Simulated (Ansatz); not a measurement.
# TaN: the cost of one run

Program: Ansatz 0.2.0. Level of theory: DFT PBEsol+U (U_eff = 6 eV on Ta d), plane waves, PAW, no spin–orbit coupling unless a run says so. These are calculated values, not measurements.

1 further run of the same task is left out (it didn't finish).

## 1. The system as given

The structure is hexagonal, space group P6_3mc (No. 186). Conventional cell: a = 3.050 Å, b = 3.050 Å, c = 4.940 Å, α = 90.00°, β = 90.00°, γ = 120.00°. Ta (site symmetry 3m) is surrounded by 4 N at 1.85 to 1.90 Å. N (site symmetry 3m) is surrounded by 4 Ta at 1.85 to 1.90 Å.

Coordinates:

```cif
data_structure
_symmetry_space_group_name_H-M 'P 1'
_symmetry_Int_Tables_number 1
_cell_length_a 3.0500
_cell_length_b 3.0500
_cell_length_c 4.9400
_cell_angle_alpha 90.000
_cell_angle_beta 90.000
_cell_angle_gamma 120.000
_cell_volume 39.80
loop_
_atom_site_label
_atom_site_type_symbol
_atom_site_fract_x
_atom_site_fract_y
_atom_site_fract_z
_atom_site_occupancy
Ta1 Ta 0.33333 0.66667 0.00000 1
Ta2 Ta 0.66667 0.33333 0.50000 1
N1 N 0.33333 0.66667 0.38500 1
N2 N 0.66667 0.33333 0.88500 1
```

## 2. Ferromagnetic start, free, symmetry kept, no search

Input file input.yaml:

```yaml
crystal:
  lattice:
    - [3.05000204, 0.0, 0.0]
    - [-1.52500102, 2.64137925, 0.0]
    - [0.0, 0.0, 4.94000153]
  atoms:
    - { symbol: Ta, position: [0.3333333333, 0.6666666667, 0.0], spin: 2.0 }
    - { symbol: Ta, position: [0.6666666667, 0.3333333333, 0.5], spin: 2.0 }
    - { symbol: "N", position: [0.3333333333, 0.6666666667, 0.385] }
    - { symbol: "N", position: [0.6666666667, 0.3333333333, 0.885] }
basis:
  ecutwfc: 420
  ecutrho_ratio: 4
kpoints:
  mp_grid: { grid: [7, 7, 4] }
hamiltonian:
  xc: pbesol
  hubbard:
    sites: [{ site: 0, l: d, u_eff: 6.0 }, { site: 1, l: d, u_eff: 6.0 }]
scf:
  occupations: { method: gaussian, width: 0.05 }
  lower_state_search: "off"
  max_iter: 150
output:
  forces: true
  stress: true
  eigenvalues: true
  populations: true
  hubbard: { sites: [{ site: 0, l: d }, { site: 1, l: d }] }
magnetization:
  spin_polarized: true
```

Launch:

```console
> ansatz run input.yaml --threads 2 --pin off --max-ram 3072MiB --backend cpu --events-out ev --progress --plain --runs-dir out
```

**Question.** How long does this run take on 2 threads of Arm Neoverse N1, shared host, and how much memory does it need?

About 12 s, with a peak of 0.36 GiB.
